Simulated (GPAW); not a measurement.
Crystal: Li2O.

```
O Li
1.0
     0.00000    2.32685    2.32685
     2.32685    0.00000    2.32685
     2.32685    2.32685    0.00000
O Li
1 2
Direct
  0.00000 0.00000 0.00000
  0.25000 0.25000 0.25000
  0.75000 0.75000 0.75000
```

The cell comes from a database or a generator and needn't be the stable form of this composition.

Base run:

| Quantity | Value |
| --- | --- |
| Program | GPAW 26.7.0 |
| Functional | PBEsol |
| Potentials or basis | PAW data sets generated in the run's folder for this functional |
| Cutoff | 800 eV |
| Basis | pw |
| k mesh | 10 × 10 × 10 |
| Occupations | fermi-dirac, width 0.05 eV |
| Spin | no spin polarisation |

Its results: band gap on the k mesh 4.79 eV, indirect (least direct gap 5.00 eV); pressure -3.1 GPa.

Task: The run is repeated on the same cell with these changes: functional from PBEsol to LDA; potentials or basis from PAW data sets generated in the run's folder for this functional to the program's PAW data sets (release 1.2.1) made for this functional. What comes out?

Result: Band gap on the k mesh 4.77 eV, indirect (least direct gap 5.06 eV); pressure -5.1 GPa.
